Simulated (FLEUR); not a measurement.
# BaTiO3 (P4mm) in FLEUR: further runs

Runs on BaTiO3. Level: LDA (von Barth-Hedin). Tasks: equation of state.

Program: FLEUR MaX-R8.1 (patched build s14). These are calculated values, not measurements. Logs are shortened: lines on timing, memory, paths and dates and some standing lists are left out, and cuts for length are marked.

## 1. Starting point

Symmetry: P4mm, No. 99, tetragonal system. The conventional cell has a = 4.000 Å, b = 4.000 Å, c = 4.018 Å, α = 90.00°, β = 90.00°, γ = 90.00°. Around Ba (site symmetry 4mm) lie 12 O at 2.79 to 2.88 Å. Ti (site symmetry 4mm) is surrounded by 6 O at 1.89 to 2.13 Å. O (site symmetry 2mm) has 2 Ti at 2.00 Å as nearest neighbours. O (site symmetry 4mm) is surrounded by 2 Ti at 1.89 to 2.13 Å.

## 2. Equation of state, LDA (von Barth-Hedin), 12.08 Å³/atom (volume scaled by 0.94)

Input file inp.xml:

```xml
<?xml version="1.0" encoding="UTF-8" standalone="no"?>
<fleurInput fleurInputVersion="0.39">
   <comment>
      BaTiO3                                                                                              
   </comment>
   <calculationSetup>
      <cutoffs Kmax="4.89" Gmax="15.2" GmaxXC="15.2" numbands="0"/>
      <scfLoop itmax="60" minDistance="0.00001" maxIterBroyd="15" imix="Anderson" alpha="0.05" precondParam="0.0" spinf="2.0"/>
      <coreElectrons ctail="T" frcor="F" kcrel="0" coretail_lmax="0"/>
      <xcFunctional name="bh" relativisticCorrections="F"/>
      <magnetism jspins="1"/>
      <soc l_soc="F" theta="0.0" phi="0.0" spav="F"/>
      <expertModes spex="0" secvar="F"/>
      <geometryOptimization l_f="F" forcealpha="1.0" forcemix="BFGS" epsdisp="0.00001" epsforce="0.00001"/>
      <ldaU l_linMix="F" mixParam="0.05" spinf="1.0"/>
   </calculationSetup>
   <cell>
      <bzIntegration valenceElectrons="50.0" mode="hist" fermiSmearingEnergy="0.00183747">
         <kPointListSelection listName="default-1"/>
         <!-- k-points included here -->
         <xi:include xmlns:xi="http://www.w3.org/2001/XInclude" href="kpts.xml"> </xi:include>
      </bzIntegration>
      <!-- symmetry operations included here -->
      <xi:include xmlns:xi="http://www.w3.org/2001/XInclude" href="sym.xml"> </xi:include>
      <bulkLattice scale="0.9795861087">
         <bravaisMatrix>
            <row-1>    7.5585265531750796     0.0000000000000000     0.0000000000000000</row-1>
            <row-2>    0.0000000000000000     7.5585265531750796     0.0000000000000000</row-2>
            <row-3>    0.0000000000000000     0.0000000000000000     7.5929195686427988</row-3>
         </bravaisMatrix>
      </bulkLattice>
   </cell>
   <atomSpecies>
      <species name="Barium (Ba)" element="Ba" atomicNumber="56">
         <mtSphere radius="2.66" gridPoints="879" logIncrement="0.015"/>
         <atomicCutoffs lmax="11" lnonsphr="8"/>
[... 30 lines left out ...]
         <atomicCutoffs lmax="6" lnonsphr="4"/>
         <electronConfig flipSpins="F">
            <coreConfig>(1s1/2)</coreConfig>
            <valenceConfig>(2s1/2) (2p1/2) (2p3/2)</valenceConfig>
            <stateOccupation state="(2p1/2)" spinUp="0.666667" spinDown="0.666667"/>
            <stateOccupation state="(2p3/2)" spinUp="1.333333" spinDown="1.333333"/>
         </electronConfig>
         <energyParameters s="2" p="2" d="3" f="4"/>
         <lo type="SCLO" l="0" n="2" eDeriv="2"/>
         <lo type="SCLO" l="1" n="2" eDeriv="2"/>
         <lo type="SCLO" l="2" n="3" eDeriv="2"/>
      </species>
   </atomSpecies>
   <atomGroups>
      <atomGroup species="Barium (Ba)">
         <relPos label="                   1">.0000000000 .0000000000 .0000000000</relPos>
         <force calculate="T" relaxXYZ="TTT"/>
      </atomGroup>
      <atomGroup species="Titanium (Ti)">
         <relPos label="                   2">1.000/2.000 1.000/2.000 .4900000000</relPos>
         <force calculate="T" relaxXYZ="TTT"/>
      </atomGroup>
      <atomGroup species="Oxygen (O)">
         <relPos label="                   3">.0000000000 1.000/2.000 -.4830000000</relPos>
         <relPos label="                   4">1.000/2.000 .0000000000 -.4830000000</relPos>
         <force calculate="T" relaxXYZ="TTT"/>
      </atomGroup>
      <atomGroup species="Oxygen (O)">
         <relPos label="                   5">1.000/2.000 1.000/2.000 .0190000000</relPos>
         <force calculate="T" relaxXYZ="TTT"/>
      </atomGroup>
   </atomGroups>
   <output dos="F" band="F" slice="F">
      <checks vchk="F" cdinf="F"/>
      <bandDOS minEnergy="-.5*Htr" maxEnergy="0.5*Htr" sigma="0.015" storeEVData="T"/>
      <vacuumDOS vacdos="F" integ="F" star="F" nstars="0" locx1="0.0" locy1="0.0" locx2="0.0" locy2="0.0" nstm="0" tworkf="0.0"/>
      <unfoldingBand unfoldBand="F" supercellX="1" supercellY="1" supercellZ="1"/>
      <plotting iplot="0" polar="F">
         <plot TwoD="T" vec1="  1.0  0.0  0.0" vec2="  0.0  1.0  0.0" vec3="  0.0  0.0  1.0" zero="  0.0  0.0  0.0" file="plot"/>
      </plotting>
      <chargeDensitySlicing numkpt="0" minEigenval="0.0" maxEigenval="0.0" nnne="0" pallst="F"/>
      <specialOutput eonly="F"/>
      <magneticCircularDichroism mcd="F" energyLo="-10.0" energyUp="0.0"/>
   </output>
  <!-- We include the file relax.xml here to enable relaxations (see documentation) -->
  <xi:include xmlns:xi="http://www.w3.org/2001/XInclude" href="relax.xml"> <xi:fallback/> </xi:include>
</fleurInput>
```

Potentials or basis: all-electron, FLAPW.

Run with:

```sh
> inpgen -f crystal.txt -profile fastHighL
> # inp.xml edited to the form shown
> fleur
```

Output:

```text
Welcome to FLEUR        (www.flapw.de)
      MaX-Release 8.1          (www.max-centre.eu)

 ========== k-point set info ==========
 Selected k-point list: default-1
 k-point list type: mesh
 7 x 7 x 7
 Number of k points: 40

 ------------Calculation Setup---------------------------
 Number of OMP-threads    :            1
 Number of basis functions:         1026
 Approximate size of matrices (H+S) per k-point:         0.031 GB
 --------------------------------------------------------
 Iteration:     1   Distance:      28.47973233 me/bohr^3
 Iteration:     2   Distance:      23.63978792 me/bohr^3
 Iteration:     3   Distance:       8.18254639 me/bohr^3
 Iteration:     4   Distance:       7.80550400 me/bohr^3
 Iteration:     5   Distance:       4.50663204 me/bohr^3
 Iteration:     6   Distance:       2.20315614 me/bohr^3
 Iteration:     7   Distance:       0.54154777 me/bohr^3
 Iteration:     8   Distance:       0.40471936 me/bohr^3
 Iteration:     9   Distance:       0.48850736 me/bohr^3
 Iteration:    10   Distance:       0.05838704 me/bohr^3
 Iteration:    11   Distance:       0.12690888 me/bohr^3
 Iteration:    12   Distance:       0.01330336 me/bohr^3
 Iteration:    13   Distance:       0.01541704 me/bohr^3
 Iteration:    14   Distance:       0.00731168 me/bohr^3
 Iteration:    15   Distance:       0.00147434 me/bohr^3
 Iteration:    16   Distance:       0.00114721 me/bohr^3
 Iteration:    17   Distance:       0.00043402 me/bohr^3
 Iteration:    18   Distance:       0.00018396 me/bohr^3
 Iteration:    19   Distance:       0.00003482 me/bohr^3
 Iteration:    20   Distance:       0.00002198 me/bohr^3
 Iteration:    21   Distance:       0.00002063 me/bohr^3
 Iteration:    22   Distance:       0.00000790 me/bohr^3

 ********************************************************************
 Run finished successfully
 Stop message:
   all done
 ********************************************************************
```

Wall time 9.3 min (1 thread of Intel Xeon Platinum 8259CL at 2.50GHz (Skylake/Cascade Lake), shared host); peak memory 0.11 GiB.

Results:

- Free energy: -250662.5279 eV
- Band gap on the k mesh: 1.97 eV, indirect (least direct gap 2.06 eV)
- Valence electrons inside the program's atomic spheres: Ba 17.54; Ti 8.98; O 4.46 (radii Ba 2.66, Ti 1.82, O 1.39 bohr)

Caveat: spin-orbit coupling is left out, which moves the levels of the heavy elements; an odd mesh through Γ misses points on the zone boundary, where band edges often lie.

## 3. Equation of state, LDA (von Barth-Hedin), 12.34 Å³/atom (volume scaled by 0.96)

Changes to inp.xml since step 2:

```diff
@@ -24,3 +24,3 @@
       <xi:include xmlns:xi="http://www.w3.org/2001/XInclude" href="sym.xml"> </xi:include>
-      <bulkLattice scale="0.9795861087">
+      <bulkLattice scale="0.9864848297">
          <bravaisMatrix>
```

Potentials or basis: all-electron, FLAPW.

Run with:

```sh
> inpgen -f crystal.txt -profile fastHighL
> # inp.xml edited to the form shown
> fleur
```

It took 10 min on 1 thread of Intel Xeon Platinum 8259CL at 2.50GHz (Skylake/Cascade Lake), shared host; peak memory 0.12 GiB.

The run converged. Its results:

| Item | Value |
| --- | --- |
| Free energy | -250662.5252 eV |
| Band gap on the k mesh | 1.93 eV, indirect (least direct gap 2.04 eV) |
| Valence electrons inside the program's atomic spheres | Ba 17.52; Ti 8.97; O 4.45 (radii Ba 2.66, Ti 1.82, O 1.39 bohr) |

Caveat: spin-orbit coupling is left out, which moves the levels of the heavy elements; an odd mesh through Γ misses points on the zone boundary, where band edges often lie.

## 4. Equation of state, LDA (von Barth-Hedin), 12.86 Å³/atom

Changes to inp.xml since step 3:

```diff
@@ -24,3 +24,3 @@
       <xi:include xmlns:xi="http://www.w3.org/2001/XInclude" href="sym.xml"> </xi:include>
-      <bulkLattice scale="0.9864848297">
+      <bulkLattice scale="1.0000000000">
          <bravaisMatrix>
```

Run with:

```sh
> inpgen -f crystal.txt -profile fastHighL
> # inp.xml edited to the form shown
> fleur
```

It took 11 min on 1 thread of Intel Xeon Platinum 8259CL at 2.50GHz (Skylake/Cascade Lake), shared host; peak memory 0.12 GiB.

It converged, with:

| Item | Value |
| --- | --- |
| Free energy | -250662.4292 eV |
| Band gap on the k mesh | 1.84 eV, indirect (least direct gap 2.00 eV) |
| Valence electrons inside the program's atomic spheres | Ba 17.49; Ti 8.94; O 4.43 (radii Ba 2.66, Ti 1.82, O 1.39 bohr) |

Caveat: spin-orbit coupling is left out, which moves the levels of the heavy elements; an odd mesh through Γ misses points on the zone boundary, where band edges often lie.

## 5. Equation of state, LDA (von Barth-Hedin), 13.37 Å³/atom (volume scaled by 1.04)

Changes to inp.xml since step 4:

```diff
@@ -24,3 +24,3 @@
       <xi:include xmlns:xi="http://www.w3.org/2001/XInclude" href="sym.xml"> </xi:include>
-      <bulkLattice scale="1.0000000000">
+      <bulkLattice scale="1.0131594038">
          <bravaisMatrix>
```

Run with:

```sh
> inpgen -f crystal.txt -profile fastHighL
> # inp.xml edited to the form shown
> fleur
```

Run time: 12 min. Hardware: 1 thread of Intel Xeon Platinum 8259CL at 2.50GHz (Skylake/Cascade Lake), shared host; peak memory 0.13 GiB.

The run converged. Its results:

```yaml
Free_energy: -250662.2340 eV
Band_gap_on_the_k_mesh: 1.75 eV, indirect (least direct gap 1.95 eV)
Valence_electrons_inside_the_program's_atomic_spheres: Ba 17.46; Ti 8.91; O 4.41, 4.42 (radii Ba 2.66, Ti 1.82, O 1.39 bohr)
```

Caveat: spin-orbit coupling is left out, which moves the levels of the heavy elements; an odd mesh through Γ misses points on the zone boundary, where band edges often lie.
